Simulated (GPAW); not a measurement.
The system is CuO.

```xyz
2
Lattice="2.5526 0.0000 0.0000 0.0000 2.5526 0.0000 0.0000 0.0000 2.5526" Properties=species:S:1:pos:R:3 pbc="T T T"
Cu    0.0000    0.0000    0.0000
O     1.2763    1.2763    1.2763
```

Measurements of this composition are mostly on another form, of space group No. 15.

```yaml
Program: GPAW 26.7.0
Task: single point
Functional: PBE
Potentials_or_basis: GPAW PAW data sets (gpaw-data 1.2.1)
Cutoff: 800 eV
Basis: pw
k_mesh: 10 × 10 × 10
Occupations: fermi-dirac, width 0.05 eV
Spin: no spin polarisation
```

On this cell: pressure 22.3 GPa; largest force zero by symmetry; band gap on the k mesh none (metal or under the smearing width).

The same run follows on a disturbed copy (atoms moved at random, drawn with an rms of 0.05 Å):

```
Cu O
1.0
     2.55255    0.00000    0.00000
     0.00000    2.55255    0.00000
     0.00000    0.00000    2.55255
Cu O
1 1
Direct
  0.01289 0.00275 0.99633
  0.48376 0.50227 0.50036
```

What changes?

The energy (extrapolated to zero smearing) moves by +4.2 meV/atom; pressure 22.9 GPa; largest force 0.210 eV/Å; band gap on the k mesh none (metal or under the smearing width).

Forces on the atoms (eV/Å):
```
Cu  -0.208 -0.004  0.031
O    0.208  0.004 -0.031
```

Stress tensor (GPa, compression positive):
```
22.74  0.01 -0.05
 0.01 23.00  0.00
-0.05  0.00 22.99
```

Caveats: with this Cu data set, volumes or pressures lay over 1.5 % or 2 GPa off other programs in two to four cells of ten; an odd number of electrons without spin polarisation forces a metal; a magnetic or distorted state may lie lower; the run has no spin polarisation, though such a crystal can be magnetic; semilocal functionals often make such compounds metallic where correlation or magnetic order opens a gap, which also shifts bond lengths; so large a pressure means that the cell lies far from this level's equilibrium, or that cutoff or potentials fall short (some runs).
